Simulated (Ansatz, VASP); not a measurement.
**ZnIn31P32H (Zn-H pair in InP) in two plane-wave programs**

Wanted: the spread between two codes on one cell, functional and k mesh. The cell is taken from a series of runs on this material, whose earlier steps may have relaxed, scaled, displaced or heated it; both programs get it as it stands.

Calculated with Ansatz 0.2.0; plane waves, with VASP 6.6.1 beside it; single point at HSE06.

## (1) Set-up

The cell holds 65 atoms: 31 In, 32 P, 1 Zn and 1 H. Cell: a = 11.920 Å, b = 11.920 Å, c = 11.920 Å, α = 90.0°, β = 90.0°, γ = 90.0°. It derives from InP (InP (F-43m)). Nearest the centre at fractional (0.467, 0.467, 0.533): H65 at 0.76 Å, Zn64 at 1.35 Å, P39 at 2.26 Å, P49 at 2.83 Å, P42 at 2.83 Å, P60 at 2.84 Å, In8 at 3.78 Å, In22 at 3.78 Å.

## (2) VASP: single point, HSE06

With cell and atoms fixed, the geometry can't cause a difference; cores, projectors, grids and the points listed under the comparison can.

Lines of VASP's logs that name or quote its potential files are left out, and so is its time.

The run reads the wave functions of an earlier VASP run, which isn't shown here.

File INCAR:

```
SYSTEM = ZnIn31P32H
PREC = Accurate
ENCUT = 400
EDIFF = 1E-06
NELM = 100
ISMEAR = -1
SIGMA = 0.01
LREAL = Auto
ALGO = Normal
LHFCALC = .TRUE.
AEXX = 0.25
GGA = PE
HFSCREEN = 0.208
LASPH = .TRUE.
NBANDS = 334
PRECFOCK = Fast
LORBIT = 11
LWAVE = .FALSE.
LCHARG = .FALSE.
ISIF = 2
```

File POSCAR:

```
ZnIn31P32H
1.0
   11.9201350821      0.0000000000      0.0000000000
    0.0000000000      0.0000000000    -11.9201350821
    0.0000000000     11.9201350821      0.0000000000
In P Zn H
31 32 1 1
Direct
    0.9998982140      0.9999472010      0.0002381900
    0.9998760060      0.2503307940      0.2502296230
    0.2502911710      0.9999117080      0.2502287370
    0.2498216130      0.2498576470      0.0015283850
    0.9986991340      0.9987432640      0.4994502950
    0.9986128250      0.2498671970      0.7503180860
    0.2498081230      0.9986457180      0.7503206000
    0.2437021330      0.2437323690      0.4968449070
    0.9986942740      0.5007334480      0.0014410350
    0.0008927420      0.7503386610      0.2498386110
    0.2539339110      0.5013418100      0.2509488870
    0.2502941230      0.7499442090      0.0002636990
    0.0005762310      0.5008467590      0.4993387000
    0.9998707560      0.7499495490      0.7498500290
    0.2436888100      0.5033311740      0.7564489880
    0.2539399150      0.7492336210      0.4988317100
    0.5006900360      0.9987412070      0.0014421280
    0.5013101350      0.2539805880      0.2509358070
    0.7502896140      0.0009209910      0.2498486830
    0.7499140380      0.2503257170      0.0002618980
    0.5008003770      0.0006230870      0.4993371670
    0.5032863630      0.2437343990      0.7564507760
    0.7499077590      0.9999150810      0.7498406800
    0.7491964730      0.2539747800      0.4988297870
    0.5008012210      0.5008501780      0.9995642720
    0.4994501620      0.7506655130      0.2495217380
    0.7506255410      0.4994961200      0.2495123250
    0.7502909940      0.7503320440      0.9992438160
    0.5013061150      0.7492406080      0.7461927380
    0.7491856870      0.5013380440      0.7462027390
    0.7506248850      0.7506544780      0.5006829780
    0.1247629460      0.1248041990      0.1256961090
    0.1258462180      0.3760200120      0.3741247600
    0.3759862480      0.1258918990      0.3741095250
    0.3756851720      0.3757300230      0.1240595320
    0.1222398530      0.1222797280      0.6260784050
    0.1222326370      0.3741001860      0.8779090950
    0.3740554590      0.1222683020      0.8779015180
    0.3569800580      0.3570266140      0.6431599320
    0.1260358100      0.6246585210      0.1256618400
    0.1260355040      0.8745201300      0.3755208990
    0.3804813880      0.6233417760      0.3768289300
    0.3748378900      0.8750057340      0.1251702590
    0.1258495250      0.6260632520      0.6241590310
    0.1247591540      0.8744798640      0.8753831220
    0.3759854280      0.6260604390      0.8742832120
    0.3756844860      0.8761215220      0.6244486620
    0.6246235830      0.1260724470      0.1256606030
    0.6233115290      0.3805222980      0.3768255340
    0.8744767180      0.1260734200      0.3755158240
    0.8749657400      0.3748760120      0.1251715580
    0.6260180370      0.1258957120      0.6241574010
    0.6260157070      0.3760176140      0.8742984430
    0.8744461470      0.1248034810      0.8753673900
    0.8760746290      0.3757300860      0.6244490350
    0.6256919250      0.6257391260      0.1245653450
    0.6256904420      0.8756156250      0.3744549300
    0.8755810730      0.6257365840      0.3744404040
    0.8751190300      0.8751646240      0.1250126010
    0.6233089220      0.6233438160      0.6196547940
    0.6246197050      0.8745200250      0.8741006660
    0.8744726560      0.6246562320      0.8741007670
    0.8749689000      0.8750068170      0.6252994150
    0.5318110150      0.5318465890      0.4683238240
    0.4297540120      0.4298388400      0.5703880760
```

File KPOINTS:

```
Automatic mesh
0
Gamma
1 1 1
0 0 0
```

PAW data sets: In_d, P, Zn and H (PBE family, release 64).

Run with:

```sh
$ export OMP_NUM_THREADS=3
$ mpirun -np 1 vasp_gam
```

What it wrote:

```text
[banner, memory and clock lines left out]
running    1 mpi-ranks, on    1 nodes
[...]
Offloading initialized ...    1 GPUs detected
[...]
LDA part: xc-table for (Slater+PW92), standard interpolation
 found WAVECAR, reading the header
 POSCAR, INCAR and KPOINTS ok, starting setup
[...]
reading WAVECAR
 the WAVECAR file was read successfully
 initial charge from wavefunction
 entering main loop
       N       E                     dE             d eps       ncg     rms          rms(c)
DAV:   1    -0.318146254808E+03   -0.31815E+03   -0.14558E+01   896   0.130E+01    0.202E+01
DAV:   2    -0.318355042696E+03   -0.20879E+00   -0.16947E+00   776   0.375E+00    0.165E+01
DAV:   3    -0.318360854053E+03   -0.58114E-02   -0.22520E-01   856   0.124E+00    0.141E+01
DAV:   4    -0.318355767455E+03    0.50866E-02   -0.15393E-02   816   0.381E-01    0.900E+00
[...]
DAV:  12    -0.318353350082E+03   -0.16654E-05   -0.81529E-07   376   0.395E-03    0.164E-01
DAV:  13    -0.318353351432E+03   -0.13505E-05   -0.76384E-07   376   0.339E-03    0.987E-02
DAV:  14    -0.318353352338E+03   -0.90538E-06   -0.41701E-07   376   0.309E-03
   1 F= -.31835335E+03 E0= -.31835335E+03  d E =-.258886E-11
```

Parts of OUTCAR (step 2):

```text
  Total      -19.7736498    -19.7768996    -19.7720087     -0.6727951      0.6573365     -0.6436624
  in kB      -18.7048354    -18.7079095    -18.7032830     -0.6364289      0.6218058     -0.6088708
  external PRESSURE =     -18.7053426 kB  Pullay stress =       0.0000000 kB

 POSITION                                       TOTAL-FORCE (eV/Angst)
 -----------------------------------------------------------------------------------
     11.91892      0.00284    -11.91951        -0.000042      0.000612      0.000001
     11.91866      2.98277     -2.98398         0.001716     -0.002334      0.000630
      2.98350      2.98276    -11.91908         0.000144     -0.001893     -0.001390
      2.97791      0.01822     -2.97834         0.001366     -0.001123     -0.001713
     11.90463      5.95351    -11.90515         0.000420     -0.003303     -0.000578
     11.90360      8.94389     -2.97845         0.000969     -0.002176     -0.001874
      2.97775      8.94392    -11.90399         0.002169     -0.001978     -0.001104
      2.90496      5.92246     -2.90532        -0.000879     -0.024670      0.000323
     11.90457      0.01718     -5.96881         0.000423     -0.000127     -0.003823
      0.01064      2.97811     -8.94414        -0.003078      0.001978      0.001471
      3.02693      2.99134     -5.97606         0.004321     -0.000485     -0.001122
      2.98354      0.00314     -8.93944         0.000267     -0.001248     -0.001943
      0.00687      5.95218     -5.97016        -0.003117      0.000783      0.000599
     11.91859      8.93831     -8.93950         0.000553     -0.001400     -0.001286
[...]
-----------------------------------------------------------------------------------
    total drift:                               -0.058353      0.046840      0.066745

  FREE ENERGIE OF THE ION-ELECTRON SYSTEM (eV)
  ---------------------------------------------------
  free  energy   TOTEN  =      -318.3533523377 eV

  energy  without entropy=     -318.3533523377  energy(sigma->0) =     -318.35335234

[... 2 further parts left out ...]
```

The run ends at a pressure of -1.87 GPa, with forces up to 1.6 eV/Å.

## (3) Ansatz: single point, HSE06

Ansatz runs on its default PAW (the set named soft_2) files.

The same cell, functional, mesh and smearing now go to Ansatz.

File input.yaml:

```yaml
crystal:
  lattice:
    - [11.92013508, 0.0, 0.0]
    - [0.0, 0.0, -11.92013508]
    - [0.0, 11.92013508, 0.0]
  atoms:
    - { symbol: In, position: [-0.000101786, -5.2799e-05, 0.00023819] }
    - { symbol: In, position: [-0.000123994, 0.250330794, 0.250229623] }
    - { symbol: In, position: [0.250291171, -8.8292e-05, 0.250228737] }
    - { symbol: In, position: [0.249821613, 0.249857647, 0.001528385] }
    - { symbol: P, position: [0.124762946, 0.124804199, 0.125696109] }
    - { symbol: P, position: [0.125846218, 0.376020012, 0.37412476] }
    - { symbol: P, position: [0.375986248, 0.125891899, 0.374109525] }
    - { symbol: P, position: [0.375685172, 0.375730023, 0.124059532] }
    - { symbol: In, position: [-0.001300866, -0.001256736, 0.499450295] }
    - { symbol: In, position: [-0.001387175, 0.249867197, 0.750318086] }
    - { symbol: In, position: [0.249808123, -0.001354282, 0.7503206] }
    - { symbol: In, position: [0.243702133, 0.243732369, 0.496844907] }
    - { symbol: P, position: [0.122239853, 0.122279728, 0.626078405] }
    - { symbol: P, position: [0.122232637, 0.374100186, 0.877909095] }
    - { symbol: P, position: [0.374055459, 0.122268302, 0.877901518] }
    - { symbol: P, position: [0.356980058, 0.357026614, 0.643159932] }
    - { symbol: In, position: [-0.001305726, 0.500733448, 0.001441035] }
    - { symbol: In, position: [0.000892742, 0.750338661, 0.249838611] }
    - { symbol: In, position: [0.253933911, 0.50134181, 0.250948887] }
    - { symbol: In, position: [0.250294123, 0.749944209, 0.000263699] }
    - { symbol: P, position: [0.12603581, 0.624658521, 0.12566184] }
    - { symbol: P, position: [0.126035504, 0.87452013, 0.375520899] }
    - { symbol: P, position: [0.380481388, 0.623341776, 0.37682893] }
    - { symbol: P, position: [0.37483789, 0.875005734, 0.125170259] }
    - { symbol: In, position: [0.000576231, 0.500846759, 0.4993387] }
    - { symbol: In, position: [-0.000129244, 0.749949549, 0.749850029] }
    - { symbol: In, position: [0.24368881, 0.503331174, 0.756448988] }
    - { symbol: In, position: [0.253939915, 0.749233621, 0.49883171] }
    - { symbol: P, position: [0.125849525, 0.626063252, 0.624159031] }
    - { symbol: P, position: [0.124759154, 0.874479864, 0.875383122] }
    - { symbol: P, position: [0.375985428, 0.626060439, 0.874283212] }
    - { symbol: P, position: [0.375684486, 0.876121522, 0.624448662] }
    - { symbol: In, position: [0.500690036, -0.001258793, 0.001442128] }
    - { symbol: In, position: [0.501310135, 0.253980588, 0.250935807] }
    - { symbol: In, position: [0.750289614, 0.000920991, 0.249848683] }
    - { symbol: In, position: [0.749914038, 0.250325717, 0.000261898] }
    - { symbol: P, position: [0.624623583, 0.126072447, 0.125660603] }
    - { symbol: P, position: [0.623311529, 0.380522298, 0.376825534] }
    - { symbol: P, position: [0.874476718, 0.12607342, 0.375515824] }
    - { symbol: P, position: [0.87496574, 0.374876012, 0.125171558] }
    - { symbol: In, position: [0.500800377, 0.000623087, 0.499337167] }
    - { symbol: In, position: [0.503286363, 0.243734399, 0.756450776] }
    - { symbol: In, position: [0.749907759, -8.4919e-05, 0.74984068] }
    - { symbol: In, position: [0.749196473, 0.25397478, 0.498829787] }
    - { symbol: P, position: [0.626018037, 0.125895712, 0.624157401] }
    - { symbol: P, position: [0.626015707, 0.376017614, 0.874298443] }
    - { symbol: P, position: [0.874446147, 0.124803481, 0.87536739] }
    - { symbol: P, position: [0.876074629, 0.375730086, 0.624449035] }
    - { symbol: In, position: [0.500801221, 0.500850178, -0.000435728] }
    - { symbol: In, position: [0.499450162, 0.750665513, 0.249521738] }
    - { symbol: In, position: [0.750625541, 0.49949612, 0.249512325] }
    - { symbol: In, position: [0.750290994, 0.750332044, -0.000756184] }
    - { symbol: P, position: [0.625691925, 0.625739126, 0.124565345] }
    - { symbol: P, position: [0.625690442, 0.875615625, 0.37445493] }
    - { symbol: P, position: [0.875581073, 0.625736584, 0.374440404] }
    - { symbol: P, position: [0.87511903, 0.875164624, 0.125012601] }
    - { symbol: Zn, position: [0.531811015, 0.531846589, 0.468323824] }
    - { symbol: In, position: [0.501306115, 0.749240608, 0.746192738] }
    - { symbol: In, position: [0.749185687, 0.501338044, 0.746202739] }
    - { symbol: In, position: [0.750624885, 0.750654478, 0.500682978] }
    - { symbol: P, position: [0.623308922, 0.623343816, 0.619654794] }
    - { symbol: P, position: [0.624619705, 0.874520025, 0.874100666] }
    - { symbol: P, position: [0.874472656, 0.624656232, 0.874100767] }
    - { symbol: P, position: [0.8749689, 0.875006817, 0.625299415] }
    - { symbol: H, position: [0.429754012, 0.42983884, 0.570388076] }
basis:
  ecutwfc: 420
  xc_grid: 2
hamiltonian:
  xc: hse06
kpoints:
  mp_grid: { grid: [1, 1, 1] }
scf:
  occupations: { method: fermi_dirac, width: 0.01 }
  max_iter: 120
output:
  forces: true
checkpoint:
  read: "../relax.run"
```

Run with:

```sh
$ ansatz run input.yaml --threads 32 --pin off --max-ram 84787MiB --backend cuda --events-out ev --progress --plain --runs-dir out --max-vram 78GiB
```

What it wrote:

```text
Warning: the atoms were moved onto the symmetric positions of the space group found under crystal.symmetry.tolerance 1.0e-5 (fractional; no operation is sought that the atoms, as they stand in a round [...]
Warning: checkpoint.read: the run can stay near the saved state's solution: 54 site(s) moved relative to the saved geometry (max |Δs| = 4.217e-3 fractional); the SCF starts from the saved state under  [...]
Engine: ansatz 0.2.0, aarch64-unknown-linux-gnu
[...]
Pseudopotential: In, paw, valence charge 13, recommended cutoff 420 eV (normal), In.paw.azcp
Pseudopotential: P, paw, valence charge 5, recommended cutoff 420 eV (normal), P.paw.azcp
Pseudopotential: Zn, paw, valence charge 12, recommended cutoff 420 eV (normal), Zn.paw.azcp
Pseudopotential: H, paw, valence charge 1, recommended cutoff 420 eV (normal), H.paw.azcp
Functional definition: HSE06
[...]
Crystal: 65 atoms, lattice volume = 1693.727 Å³
Basis set: ecut = 420 eV, 33059 PW (Γ), exchange–correlation on 160×160×160 points (8 copies of the dense FFT grid, shifted against one another)
[...]
SCF 3 converged in 7 iterations: F = -201201.686318 eV  dr2 = 1.18e-8
  Residual-converged pass: ⟨swp⟩=3.0  Hψ=767  notcnv=0  max |occ|·‖R‖ = 2.3e-6 eV (tolerance 2.5e-6 eV)  dr2=1.02e-8  dr2_onsite=4.93e-10  max |Δocc| = 0.0e0
hybrid outer 2: dexx = +7.946e-6 eV, tail = 6.63e-8 eV, Δε = 2.34e-3 eV (about 5.07e-5 eV left of the loop's levels), ΔF = 4.22e-3 eV/Å (tail 4.97e-4)
hybrid SCF converged: 2 outer / 15 inner (+7 warm-up), last move |dexx| = 7.95e-6 eV, tail = 6.63e-8 eV
[...]
Free energy (F): -201201.686317 eV
[...]
Fermi energy:    6.542288 eV
--- Per-component energies (eV) ---
[...]
--- Forces (eV/Å), atoms counted from 1 ---
[...]
--- Band table (eV) ---
[...]
```

## (4) Side by side

Known differences besides the potentials themselves: exact exchange at q = 0 is treated differently, which shows on coarse meshes; VASP keeps PBE cores, Ansatz makes them for the functional; the cutoff is 420 eV in Ansatz and 400 eV in VASP (PREC = Accurate, projectors in real space); VASP takes a coarser grid for exact exchange (PRECFOCK = Fast). Total energies have different zeros and are not compared.

Both answers:

```tsv
quantity	Ansatz	VASP	difference
gap on the k mesh (eV)	1.256	1.256	0.000
```

Forces on 7 of the 65 atoms, those with the largest forces and the largest differences (eV/Å; atoms numbered as in POSCAR):

```tsv
atom	Ansatz x, y, z	VASP x, y, z
In15	-0.001, 0.001, -0.023	-0.001, 0.001, -0.025
In22	0.023, 0.001, 0.001	0.025, 0.001, 0.000
P39	0.833, -0.833, -0.833	0.852, -0.852, -0.853
P42	0.002, -0.014, -0.015	0.000, -0.017, -0.018
P60	0.014, -0.002, -0.015	0.017, 0.001, -0.018
Zn64	-0.009, 0.009, 0.009	-0.025, 0.025, 0.025
H65	-0.871, 0.871, 0.871	-0.916, 0.916, 0.917
```

The forces differ by 6.6 meV/Å r.m.s., which is 4.3 % of the r.m.s. force of 0.155 eV/Å (both taken over all components). A gap on the mesh is an upper bound, since the band edges may lie between its points.

## (5) Summary of results

```json
{
 "r.m.s. force difference (single point, HSE06)": "6.6 meV/Å"
}
```

The r.m.s. force difference is 6.6 meV/Å (single point, HSE06), within the 12 meV/Å picked in this series as the mark of a large difference. Such differences can come from data sets, numerical settings and the points named under the comparisons, not from the functional's error against experiment.

[Lines on the potential files, build, host, timing and source positions are cut from VASP's logs without a mark.]

[Logs are printed without paths, hosts, clocks, repeated set-up lines and the standing remarks that a program may print on its own settings, such as how far it seeks lower states.]

[Hosts, paths, dates, database ids (printed as entryN), source tags and the programs' standing remarks are cut or masked in the printed files.]
